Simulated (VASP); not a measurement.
Here is a VASP 6.6.1 calculation.

File POSCAR:

```
SrTiO3                                  
1.0
    3.9029101995      0.0000000000      0.0000000000
   -0.0000000000      3.9029101995      0.0000000000
    0.0000000000      0.0000000000      3.9029101995
  Sr              Ti              O             
     1     1     3
Direct
     0.0000000000000000    0.0000000000000000    0.0000000000000000
     0.5000000000000000    0.5000000000000000    0.5000000000000000
     0.5000000000000000    0.5000000000000000    0.0000000000000000
     0.0000000000000000    0.5000000000000000    0.5000000000000000
     0.5000000000000000    0.0000000000000000    0.5000000000000000
```

Contents of INCAR.step1:

```
PREC = Accurate ; ENCUT = 520
EDIFF = 1E-5 ; ISMEAR = 0
SIGMA = 0.02 ; LREAL = False
LASPH = True ; NELM = 100
ALGO = Normal ; ISIF = 2
LWAVE = True ; GGA = PE
```

Contents of INCAR.step2:

```
PREC = Accurate ; ENCUT = 520
EDIFF = 1E-6 ; ISMEAR = 0
SIGMA = 0.02 ; LREAL = False
LASPH = True ; NELM = 100
ALGO = Normal ; ISIF = 2
LWAVE = False ; LCHARG = True
GGA = PE ; LHFCALC = True
HFSCREEN = 0.2 ; PRECFOCK = Fast
LVHAR = True ; ISTART = 1
```

Contents of KPOINTS:

```
regular mesh
0
Gamma
  6 6 6
```

Potentials or basis: VASP PAW PBE potentials, release 64 (Sr_sv, Ti_sv, O).

The run is started by

```console
$ cat potpaw_PBE.64/Sr_sv/POTCAR potpaw_PBE.64/Ti_sv/POTCAR potpaw_PBE.64/O/POTCAR > POTCAR
$ cp INCAR.step1 INCAR
$ mpirun -np 1 vasp_std > vasp.out
$ cp INCAR.step2 INCAR
$ mpirun -np 1 vasp_std > vasp.out
```

Task: What does it give for the pressure?

Result: -0.6 GPa.

Task: Predict the band gap on the k mesh.

Result: 3.33 eV, indirect (least direct gap 3.71 eV).

Caveat: the PAW data sets were made with another functional, which shifts forces and pressure a little. A k mesh can miss the band edges.
